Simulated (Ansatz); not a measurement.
A relaxed cell of SiC is given with its symmetry left out. The cell was found from a structure generator's guess, not taken from experiment.

Method: DFT PBE, scalar-relativistic, plane waves, PAW in Ansatz 0.2.0. Cutoff 420 eV, Γ-centred mesh, Gaussian smearing, no spin polarisation.

```cif
data_structure
_symmetry_space_group_name_H-M 'P 1'
_symmetry_Int_Tables_number 1
_cell_length_a 3.0968
_cell_length_b 3.0968
_cell_length_c 5.5846
_cell_angle_alpha 90.000
_cell_angle_beta 90.000
_cell_angle_gamma 120.000
_cell_volume 46.38
loop_
_atom_site_label
_atom_site_type_symbol
_atom_site_fract_x
_atom_site_fract_y
_atom_site_fract_z
_atom_site_occupancy
Si1 Si 0.66667 0.33333 0.00000 1
C1 C 0.33333 0.66667 0.00000 1
```

Energies over the elements count from the elements' standard structures at the same level, with no fitted energy shifts.

Q: Find its symmetry and describe it.

A: P-6m2 (No. 187). Conventional cell: a = 3.097 Å, c = 5.585 Å. Around Si lie 3 C at 1.79 Å; C has 3 Si at 1.79 Å.

Q: How far does it lie from the elements in energy?

A: +0.299 eV/atom. A positive value: parting into the elements would lower its energy.

Q: Is it a metal?

A: No, the gap on the 12×12×6 mesh is 2.36 eV.

The last run used a 12×12×6 mesh (in the run's order of axes) for its 2-atom cell and Gaussian smearing of 0.02 eV. No dispersion correction is applied, so the spacing and binding between layers, chains or molecules are poorly described. Kohn–Sham gaps at this level usually fall short of measured ones. The reference form of C is held partly by dispersion forces, which this level lacks. A structure relaxed within its symmetry needn't be a true minimum.
